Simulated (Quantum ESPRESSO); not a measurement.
Crystal: SiC (Moissanite).

```
CELL_PARAMETERS angstrom
3.07600 0.00000 0.00000
-1.53800 2.66389 0.00000
0.00000 0.00000 5.04800
ATOMIC_POSITIONS crystal
Si 0.66667 0.33333 0.50000
Si 0.33333 0.66667 0.00000
C 0.66667 0.33333 0.88500
C 0.33333 0.66667 0.38500
```

Program: Quantum ESPRESSO 7.5. Alike in all runs: task single point; no spin polarisation; cell as given; smearing fixed.

Order these runs on this cell by their band gap on the k mesh, lowest first.
A. level PBE; potentials or basis PseudoDojo 0.4.1 SR PBE standard; k mesh 4 × 4 × 3; cutoff (eV) 1116; mesh quality coarse
B. level PBEsol; potentials or basis PseudoDojo 0.4.1 SR PBEsol standard; k mesh 6 × 6 × 4; cutoff (eV) 776; mesh quality not flagged
C. level PBE; potentials or basis PseudoDojo 0.4.1 SR PBE standard; k mesh 5 × 5 × 3; cutoff (eV) 1116; mesh quality coarse
D. level PBE; potentials or basis PseudoDojo 0.4.1 SR PBE standard; k mesh 2 × 2 × 2; cutoff (eV) 1116; mesh quality coarse

B (2.16 eV), D (2.39 eV), A (2.57 eV), C (2.81 eV).

Caveats: some runs use coarse meshes; a mesh with odd counts misses the zone's faces, so its gaps can be larger than the crystal's (some runs); an odd mesh through Γ misses points on the zone boundary, where band edges often lie (some runs).

A k mesh can miss the band edges, odd and even meshes differently.
